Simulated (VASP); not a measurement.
Runs of VASP 6.6.1 on Re. It takes space group Cmmm (No. 65, orthorhombic). The conventional cell has a = 2.330 Å, b = 4.350 Å, c = 3.396 Å, α = 90.00°, β = 90.00°, γ = 90.00°. Around Re (site symmetry mmm) lie 6 Re at 2.33 to 2.47 Å. The cell was built by a generator and needn't be a form met in nature.

| task | cell | k mesh | cutoff (eV) | mesh quality | gap on the mesh (eV) | pressure (GPa) | relaxed volume (Å³/atom) |
| --- | --- | --- | --- | --- | --- | --- | --- |
| relaxation of cell and atoms | relaxed | 8 × 8 × 6 | 600 | coarse | none | 0.1 | (a) |
| single point | Cmmm, 16.15 Å³/atom | 8 × 8 × 6 | 520 | coarse | none | -1.1 | - |
| relaxation of cell and atoms | relaxed | 24 × 24 × 22 | 600 | not flagged | none | -0.1 | 16.27 |
| single point | P6/mmm, 16.31 Å³/atom | 24 × 24 × 22 | 520 | not flagged | none | -0.9 | - |

Alike in all rows: level PBE; potentials or basis VASP PAW PBE potentials, release 64 (Re); no spin polarisation; smearing gaussian 0.1 eV.

Estimate the missing entries.

(a) 16.11.

Caveats: some runs use coarse meshes.

A k mesh can miss the band edges, and the runs leave out spin-orbit coupling on Re.

A gap of «none» marks a metal or a gap under the smearing width.
